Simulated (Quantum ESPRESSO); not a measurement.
The system is MgB2.

```
Mg B
1.0
     3.08500    0.00000    0.00000
    -1.54250    2.67169    0.00000
     0.00000    0.00000    3.52300
Mg B
1 2
Direct
  0.00000 0.00000 0.00000
  0.66667 0.33333 0.50000
  0.33333 0.66667 0.50000
```

| Item | Value |
| --- | --- |
| Program | Quantum ESPRESSO 7.5 |
| Task | phonons and electron-phonon coupling |
| Functional | PBEsol |
| Potentials or basis | GBRV 1.5 PBEsol |
| Cutoff | 612 eV |
| Density cutoff | 4898 eV |
| k mesh | 6 × 6 × 4 |
| Occupations | methfessel-paxton, width 0.272 eV |
| Spin | no spin polarisation |
| Mixing beta | 0.5 |
| Most SCF iterations | 120 |
| SCF threshold | 6e-10 Ry |
| q mesh | 2 × 2 × 2 |

The cell and the atoms were relaxed first, to 9.42 Å³/atom (a = 3.078 Å, b = 3.078 Å, c = 3.445 Å, α = 90.00°, β = 90.00°, γ = 120.00°), and the response was taken there.

```xyz
3
Lattice="3.0784 0.0000 0.0000 -1.5392 2.6660 0.0000 0.0000 0.0000 3.4448" Properties=species:S:1:pos:R:3 pbc="T T T"
Mg    0.0000    0.0000    0.0000
B     1.5392    0.8887    1.7224
B     0.0000    1.7773    1.7224
```

Levels for the coupling come from a 18 × 18 × 12 mesh; ten broadenings of the double delta from 0.07 to 0.68 eV; Tc from the McMillan formula in the Allen-Dynes form.

Question: How strong is the electron-phonon coupling, and what superconducting temperature follows?

Answer: Over broadenings from 0.27 to 0.54 eV, λ lies between 0.64 and 0.82 and ω_log near 937 K, which gives Tc from 24.8 to 47.7 K at μ* = 0.10 and from 18.1 to 38.8 K at μ* = 0.13.

Electron-phonon coupling by broadening of the double delta (levels on a 18 × 18 × 12 mesh):
| broadening (eV) | λ | N(E_F) (states/eV a spin and cell) | ω_log (K) | Tc, μ* 0.10 (K) | Tc, μ* 0.13 (K) |
| --- | --- | --- | --- | --- | --- |
| 0.07 | 1.42 | 0.349 | 1194 | 129.4 | 117.3 |
| 0.14 | 1.05 | 0.328 | 1057 | 79.2 | 68.6 |
| 0.20 | 0.90 | 0.332 | 995 | 58.2 | 48.7 |
| 0.27 | 0.82 | 0.338 | 969 | 47.7 | 38.8 |
| 0.34 | 0.77 | 0.338 | 950 | 40.6 | 32.3 |
| 0.41 | 0.72 | 0.335 | 934 | 34.8 | 27.0 |
| 0.48 | 0.68 | 0.332 | 922 | 29.5 | 22.3 |
| 0.54 | 0.64 | 0.328 | 911 | 24.8 | 18.1 |
| 0.61 | 0.60 | 0.324 | 903 | 20.6 | 14.5 |
| 0.68 | 0.56 | 0.320 | 896 | 16.9 | 11.4 |

Eliashberg function at a broadening of 0.27 eV:
| cm⁻¹ | α²F |
| --- | --- |
| 21 | 0.000 |
| 63 | 0.000 |
| 106 | -0.001 |
| 148 | -0.003 |
| 190 | 0.007 |
| 233 | 0.032 |
| 275 | 0.138 |
| 317 | 0.122 |
| 360 | -0.039 |
| 402 | 0.010 |
| 444 | 0.269 |
| 487 | 0.030 |
| 529 | -0.095 |
| 571 | 0.248 |
| 614 | 0.062 |
| 656 | -0.019 |
| 698 | -0.034 |
| 741 | 0.671 |
| 783 | 2.153 |
| 825 | 11.425 |

Coupling and linewidth of each mode at the computed q points (broadening 0.27 eV):
| q | cm⁻¹ | λ of the modes | linewidths (GHz) |
| --- | --- | --- | --- |
| (0.00, 0.00, -0.50) | 236 236 239 239 391 394 649 827 827 | 0.10 0.09 0.00 0.00 0.71 0.02 0.02 0.76 0.72 | 22 19 0 0 425 11 37 2056 1932 |
| (0.00, -0.50, 0.00) | 261 274 332 441 468 565 710 710 773 | 0.00 0.00 0.01 0.16 0.00 0.15 0.07 0.10 0.01 | 0 1 5 119 1 184 131 200 26 |
| (0.00, -0.50, -0.50) | 269 280 302 470 484 536 736 757 773 | 0.02 0.00 0.01 0.00 0.11 0.11 0.05 0.01 0.01 | 6 1 3 4 99 127 116 15 23 |

The smallest broadenings aren't converged on these meshes, and μ* is assumed, not computed; spin fluctuations are left out.

Caveat: the k mesh is coarse (spacing up to 0.45 Å⁻¹), so the values aren't converged; the mesh is thin for the phonons of a metal; before the sum rule the acoustic modes lie tens of cm⁻¹ from zero, a sign that the density grid also shifts the optical modes; λ from interpolated matrix elements is rough: modes that symmetry makes equal can differ by tens of percent; the q mesh is small, so phonon branches between its points and thermal values are rough.
